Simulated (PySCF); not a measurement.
Compound: C₄H₆.
Atom-mapped SMILES: `[CH2:1]1[C@H:2]2[CH2:3][C@@H:4]12`

Cartesian coordinates in Å at the PBE0-D3(BJ)/def2-SVP level; atoms count from 1:
```xyz
10
C4H6 angstrom
C     -1.1210   -0.2413   -0.2284
C     -0.1207    0.2707    0.7530
C      1.0954   -0.3704    0.1734
C      0.1485    0.3894   -0.6939
H     -2.0403    0.3424   -0.3516
H     -1.2576   -1.3280   -0.3428
H     -0.2156    1.0359    1.5216
H      2.0589    0.1038    0.3917
H      1.1403   -1.4676    0.0920
H      0.3122    1.2684   -1.3150
```

Lines to be assigned: C 1s: 290.76 (area 2), 290.99 (area 2) eV.

Computed, not measured: delta-SCF UKS SCAN, pcX-2 on the ionised atom, pcseg-1 elsewhere, spin-free X2C in PySCF 2.14.0. Geometry: PBE0-D3(BJ)/def2-SVP; no solvent, vibrations or thermal averaging.

Question: Assign the C 1s lines to atoms.

Answer: 290.76 eV: C2/C4 (sp3 carbon at a ring junction); 290.99 eV: C1/C3 (three-membered-ring carbon). The 2 C 1s values lie within 0.23 eV of each other; Gaussian lines of 0.5 eV full width would blend them into one maximum.

Bonded neighbours of each site: C1/C3: 2 C and 2 H; C2/C4: 3 C and H.

Question: Express the binding energy of C 1s of C2/C4 in atomic units and per mole.

Answer: 290.76 eV = 10.6852 Eh = 28054 kJ/mol.

Atoms equivalent by their bonding share one computed value, that of the first of them.

On x86-64 server, one thread (shared host), this took 7.8 s wall.
